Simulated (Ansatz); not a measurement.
# CdS (F-43m): volume and gaps against pressure

```
Cd S
1.0
     2.91229    2.91229    0.00000
    -2.91229    2.91229    0.00000
     0.00000    2.91229    2.91229
Cd S
1 1
Direct
  0.00000 0.00000 0.00000
  0.75000 0.25000 0.50000
```

This is the zero-pressure cell under PBEsol. Cell and atoms are relaxed by PAW (default files of Ansatz 0.2.0, cutoff 420 eV, stress met within about 0.05 GPa) at each pressure, in this structure whether or not another phase would take over; P is the pressure reached, less that of this cell. Levels come from PBEsol, all-electron LAPW in Ansatz 0.2.0, with spin-orbit coupling; k mesh 8×8×8, fixed occupations, basis error target 0.5 meV/atom. Conduction levels are in eV over the valence top (at Γ), at fixed fractional wave vectors. Zone-centre phonons come from finite displacements by PAW, without the LO-TO term.

| P (GPa) | V/V₀ | Γ | L | X | T2 TO (cm⁻¹) |
| --- | --- | --- | --- | --- | --- |
| -1.98 | 1.0356 | 0.925 | 2.826 | 3.429 | 217.8 |
| 0.00 | 1.0000 | 0.998 | 2.876 | 3.371 | 232.6 |
| 2.00 | 0.9700 | 1.059 | 2.917 | 3.317 | 245.8 |
| 4.01 | 0.9444 | 1.112 | 2.949 | 3.267 | 257.7 |
| 7.00 | ? | ? | ? | ? | ? |
| 9.98 | 0.8846 | 1.234 | 3.013 | 3.135 | 287.9 |
| 14.99 | 0.8466 | 1.310 | 3.045 | 3.039 | 309.2 |

Q: Fit the third-order Birch-Murnaghan equation to the rows shown.

A: With f = [(V₀/V)^(2/3) − 1]/2, the normalised pressure F = P/[3f(1 + 2f)^(5/2)] is 60.8 GPa at f = -0.0115, 62.0 GPa at f = 0.0102, 62.5 GPa at f = 0.0194, 63.7 GPa at f = 0.0426, 64.5 GPa at f = 0.0587. The line F = B₀[1 + (3/2)(B′ − 4)f] gives B₀ = 61.4 GPa and B′ = 4.6.

Q: What are the volume deformation potentials and pressure coefficients of these levels at zero pressure?

A: 

```
level  dE/dlnV (eV)  dE/dP = −(dE/dlnV)/B₀ (meV/GPa)  mean slope up to 2.0 GPa (meV/GPa)
    Γ         -2.04                             33.3                                30.7
    L         -1.38                             22.5                                20.0
    X          1.72                            -28.1                               -27.0
```

dE/dlnV is the slope of a cubic fit in ln V at V₀. The last column is read from two rows and shows how the slope bends with pressure.

Q: What mode Grüneisen parameters follow?

A: γ = −d ln ω/d ln V at V₀ from a quadratic fit in ln V: T2 1.84.

Q: What belongs in the row at 7.00 GPa?

A: The fits give V/V₀ = 0.9119 and Γ = 1.179 eV. Computed: V/V₀ = 0.9119, Γ = 1.179, L = 2.986, X = 3.198, T2 TO (cm⁻¹) = 273.7.

Keep in mind: this zinc-blende form is metastable at ambient conditions; no other phase was computed; many crystals of this kind change structure within this range, and rows or crossings beyond such a change describe a metastable lattice; the frozen-core PAW files of the relaxations were fitted under PBE, their cores solved anew for this functional; semilocal gaps are low, and the spacing of valleys can be off by tenths of an eV; levels are read at fixed fractional k, so an edge that moves off these points is missed.
